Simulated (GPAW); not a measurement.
Input of a GPAW 26.7.0 run:

Contents of run.py:

```python
from ase import Atoms
from ase.calculators.mixing import SumCalculator
from ase.filters import FrechetCellFilter
from ase.io import write
from ase.optimize import BFGS
from dftd4.ase import DFTD4
from gpaw import GPAW, PW, setup_paths

setup_paths.insert(0, '.')

atoms = Atoms(['Pt'],
              cell=[[0.0, 1.9609, 1.9609],
                    [1.9609, 0.0, 1.9609],
                    [1.9609, 1.9609, 0.0]],
              scaled_positions=[[0.0, 0.0, 0.0]],
              pbc=True)

calc = GPAW(mode=PW(600),
            xc='PBEsol',
            kpts={'size': (12, 12, 12), 'gamma': True},
            occupations={'name': 'fermi-dirac', 'width': 0.05},
            nbands=17,
            convergence={'density': 1e-05, 'forces': 0.0001},
            maxiter=150,
            txt='gpaw.txt')
atoms.calc = SumCalculator([calc, DFTD4(method='pbesol')])
opt = BFGS(FrechetCellFilter(atoms), trajectory='relax.traj', logfile='-')
done = opt.run(fmax=0.02, steps=60)
calc.write('gs.gpw')
write('result.traj', atoms)
print('Converged:', done)
print('Cell:', atoms.cell.cellpar().round(4))
print('Volume:', round(atoms.get_volume(), 4))
print(atoms.get_scaled_positions().round(5))
```

Potentials or basis: PAW data sets generated in the run's folder for this functional, pw.

Run with:

```sh
$ gpaw-setup -f PBEsol Pt
$ OMP_NUM_THREADS=1 python run.py
```

**Question.** Estimate the space group after relaxing (to 0.05 Å).

**Answer.** Fm-3m (No. 225).

**Question.** What does it give for the band gap on the k mesh?

**Answer.** None (metal or under the smearing width).

**Question.** Estimate the relaxed cell.

**Answer.** a = 2.756 Å, b = 2.756 Å, c = 2.756 Å, α = 60.00°, β = 60.00°, γ = 60.00°.

**Question.** Estimate the relaxed volume.

**Answer.** 14.81 Å³/atom.

Step by step:
| step | energy change (eV) | largest force (eV/Å) | pressure (GPa) | volume (Å³) |
| --- | --- | --- | --- | --- |
| 1 | 0.0000 | 0.0000 | -5.23 | 15.08 |
| 2 | -0.0045 | 0.0000 | 0.82 | 14.76 |
| 3 | -0.0046 | 0.0000 | -0.03 | 14.81 |

Caveat: later steps reuse the first step's grids; pairwise dispersion overbinds metals, which lowers pressure and volume. The run has no spin-orbit coupling, so splittings on Pt are missing.
